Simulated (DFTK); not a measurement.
Runs of DFTK 0.8.2 on NaF (Villiaumite). The structure is cubic, space group Fm-3m (No. 225). The conventional cell has a = 4.640 Å, b = 4.640 Å, c = 4.640 Å, α = 90.00°, β = 90.00°, γ = 90.00°. Na (site symmetry m-3m) is surrounded by 6 F at 2.32 Å. F (site symmetry m-3m) has 6 Na at 2.32 Å as nearest neighbours. 

```csv
task,level,potentials or basis,k mesh,cutoff (eV),SCF tolerance on the density,SCF solver,symmetries used,mesh quality,gap on the mesh (eV),pressure (GPa),V0 of scaled cells (Å³/atom),B0 (GPa)
equation of state,AM05,PseudoDojo 0.4 stringent (PBEsol),6 × 6 × 6,1197,1e-06,-,-,coarse,-,-,12.78,44
band structure,r2SCAN,"in-house norm-conserving set (r2SCAN, scalar relativistic)",8 × 8 × 8,1252,1e-06,-,-,not flagged,7.14,-1.7,-,-
band structure,TASK,"in-house norm-conserving set (r2SCAN, scalar relativistic)",8 × 8 × 8,1252,1e-06,ScfAndersonSolver,-,not flagged,10.23,(c),-,-
equation of state,BLYP,dojo.nc.sr.pbe.v0_4_1.standard.upf (PBE),6 × 6 × 6,1197,1e-06,-,-,coarse,-,-,(a),44
band structure,PBEsol,SG15 1.2 (PBE),10 × 10 × 10,952,1e-06,-,-,not flagged,(b),-,-,-
single point,PBE0,SG15 1.2 (PBE),2 × 2 × 2,952,1e-05,-,no,coarse,9.27,-,-,-
band structure,BJ06,"in-house norm-conserving set (r2SCAN, scalar relativistic)",8 × 8 × 8,1252,1e-06,-,-,not flagged,7.66,-,-,-
```

Alike in all rows: no spin polarisation; cell as given; smearing fermi-dirac 0.05 eV.

**Question.** Estimate the missing entries.

**Answer.** (a) 13.11; (b) 6.14; (c) 11.4.

Caveats: some runs use coarse meshes; the potentials were made for another functional, which shifts forces and pressure (some runs); the program warned that the kinetic-energy density falls under its von Weizsäcker bound, which can give unphysical results (some runs); the program's treatment of exact exchange at zero wave vector lowers gaps by one to five hundredths of an eV on this mesh and cutoff (some runs); the program leaves the constant c of mgga_x_tb09 at 1, so the potential is Becke-Johnson's (BJ06) and not Tran and Blaha's, with levels but no total energy (some runs).

Runs at the PBE level aren't shown here.
